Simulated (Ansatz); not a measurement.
# TePt: properties at the relaxed cell

The task here is to estimate one member of a computed series from the others.

Computed with Ansatz 0.2.0 (DFT r2SCAN, scalar-relativistic, plane waves, PAW, unless a step's input says otherwise).

### The structure to begin with

It takes space group P6_3/mmc (No. 194, hexagonal). The conventional cell has a = 4.238 Å, b = 4.238 Å, c = 5.629 Å, α = 90.00°, β = 90.00°, γ = 120.00°. Around Te (site symmetry -6m2) lie 6 Pt at 2.82 Å. Around Pt (site symmetry -3m) lie 2 Pt at 2.81 Å and 6 Te at 2.82 Å.

As a file:

```cif
data_structure
_symmetry_space_group_name_H-M 'P6_3/mmc'
_symmetry_Int_Tables_number 194
_cell_length_a 4.2377
_cell_length_b 4.2377
_cell_length_c 5.6293
_cell_angle_alpha 90.000
_cell_angle_beta 90.000
_cell_angle_gamma 120.000
_cell_volume 87.55
loop_
_atom_site_label
_atom_site_type_symbol
_atom_site_symmetry_multiplicity
_atom_site_Wyckoff_symbol
_atom_site_fract_x
_atom_site_fract_y
_atom_site_fract_z
_atom_site_occupancy
Te1 Te 2 c 0.33333 0.66667 0.25000 1
Pt1 Pt 2 a 0.00000 0.00000 0.00000 1
```

It is the result of an earlier relaxation at this level (volume 21.89 Å³/atom; gap on the mesh: none (metal)).

The first run:

Contents of input.yaml:

```yaml
crystal:
  lattice:
    - [4.1948493924, 0.0, 0.0]
    - [-2.0974246962, 3.6328461389, 0.0]
    - [0.0, 0.0, 5.5723989745]
  atoms:
    - { symbol: Te, position: [0.3333333333, 0.6666666667, 0.25] }
    - { symbol: Te, position: [0.6666666667, 0.3333333333, 0.75] }
    - { symbol: Pt, position: [0.0, 0.0, 0.0] }
    - { symbol: Pt, position: [0.0, 0.0, 0.5] }
basis:
  ecutwfc: 500
kpoints:
  mp_grid: { grid: [12, 12, 8] }
hamiltonian:
  xc: r2scan
scf:
  occupations: { method: gaussian, width: 0.1 }
output:
  forces: true
  stress: true
  eigenvalues: true
relax:
  adjacent_minimum: "off"
  f_tol: 0.01
  max_steps: 30
  cell: { stress_tol: 0.1, fix: [volume] }
```

Run with:

```bash
> ansatz run input.yaml --threads 1 --pin off --max-ram 2560MiB --backend cpu --events-out ev --progress --plain --runs-dir out
```

Among the steps run: Volume × 0.97; Volume × 1.03; The cell scaled to 0.94 of its volume; Point at V/V0 = 1.06; The cell scaled to 0.91 of its volume; The cell scaled to 1.10 of its volume; Volume × 0.88.

One table of the session follows, with a row left open; its other results are not shown here.

It belongs to the step «Equation of state». 

| volume (Å³/atom) | energy above the lowest point (meV/atom) | pressure (GPa) |
| --- | --- | --- |
| 19.260 | 163.6 | 22.73 |
| 19.917 | 85.9 | 15.41 |
| 20.573 | 35.7 | 9.31 |
| 21.230 | 8.3 | 4.23 |
| 21.886 | 0.0 | 0.00 |
| 22.543 | 7.5 | -3.53 |
| 23.200 | ? | ? |
| 24.075 | 72.6 | -9.60 |

Q: Estimate the row for volume (Å³/atom) = 23.200 from the others.

Worked estimate for «energy above the lowest point (meV/atom)». A straight line through the neighbours (22.543, 7.5) and (24.075, 72.6) gives 7.5 + (72.6 − 7.5) × (23.200 − 22.543) / (24.075 − 22.543) = 35.4; a parabola fitted to 3 rows on both sides gives 27.3.

The run gave: energy above the lowest point (meV/atom): 28.3; pressure (GPa): -6.46. In «energy above the lowest point (meV/atom)» the line misses by +7.1 and the parabola by -1.0.
